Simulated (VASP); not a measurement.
**Te2Pt (Moncheite): relaxation of cell and atoms with LDA**

Crystal: Te2Pt (Moncheite).

```
Te Pt
1.0
     4.01000    0.00000    0.00000
    -2.00500    3.47276    0.00000
     0.00000    0.00000    5.20100
Te Pt
2 1
Direct
  0.33333 0.66667 0.25000
  0.66667 0.33333 0.75000
  0.00000 0.00000 0.00000
```

```yaml
Program: VASP 6.6.1
Task: relaxation of cell and atoms
Functional: LDA
Potentials_or_basis: VASP PAW LDA potentials, release 64 (Te, Pt)
Cutoff: 600 eV
k_mesh: 12 × 12 × 7
Occupations: methfessel-paxton, width 0.1 eV
Spin: no spin polarisation
Further_INCAR_settings: ALGO = Normal; EDIFF = 1e-06; IBRION = 2; EDIFFG = -0.01; NSW = 90; ISIF = 3
```

| Item | Value |
| --- | --- |
| Relaxed volume | 23.70 Å³/atom |
| Relaxed cell | a = 4.023 Å, b = 4.023 Å, c = 5.073 Å, α = 90.00°, β = 90.00°, γ = 120.00° |
| Space group after relaxing (to 0.05 Å) | P-3m1 (No. 164) |
| Energy gained by relaxing | 15.1 meV/atom |
| Ionic steps | 15 |
| Pressure after relaxing | 0.0 GPa |
| Largest force after relaxing | 0.005 eV/Å |
| Band gap on the k mesh | none (metal or under the smearing width) |

Forces in eV/Å, atoms in the order of the input:
```
Te   0.000  0.000 -0.005
Te   0.000  0.000  0.005
Pt   0.000  0.000  0.000
```

Step by step:
```
step  energy change (eV)  largest force (eV/Å)  pressure (GPa)  volume (Å³)
   1              0.0000                0.6767            2.11        72.43
   2              0.0130                0.1749           -4.36        75.82
   3             -0.0187                0.2818           -0.91        73.86
   4             -0.0304                0.1891           -0.63        73.12
   5             -0.0383                0.0717            0.42        71.08
   6             -0.0401                0.0135            0.06        71.71
   7             -0.0438                0.0383           -0.28        71.54
   8             -0.0446                0.0720           -0.48        71.42
   9             -0.0426                0.0786            1.14        70.29
  10             -0.0453                0.0226            0.05        71.05
  11             -0.0453                0.0129           -0.02        71.10
  12             -0.0453                0.0104           -0.03        71.11
  13             -0.0453                0.0057            0.08        71.07
  14             -0.0453                0.0031            0.04        71.09
  15             -0.0453                0.0046            0.00        71.09
```

Final structure:
```yaml
crystal:
  lattice:
    - [4.02285, 0.00000, 0.00000]
    - [-2.01143, 3.48389, 0.00000]
    - [0.00000, 0.00000, 5.07265]
  atoms:
    - { symbol: Te, position: [0.33333, 0.66667, 0.26477] }
    - { symbol: Te, position: [0.66667, 0.33333, 0.73523] }
    - { symbol: Pt, position: [0.00000, 0.00000, 0.00000] }
```

Levels at points of the mesh, in eV from the Fermi level:
```csv
k point,band 9,band 10,band 11,band 12,band 13,band 14
"(0.00, 0.00, 0.00)",-0.51,-0.51,0.84,0.84,1.65,2.48
"(0.50, 0.00, 0.00)",-3.47,-3.37,-2.92,0.08,2.71,3.93
```

Run time: 7.5 min on 1 thread of Intel(R) Xeon(R) Platinum 8488C (Sapphire Rapids) (shared host), peak memory 0.3 GiB.

The run has no spin-orbit coupling, so splittings on Pt, Te are missing. Zero-point motion and thermal expansion aren't in these numbers.
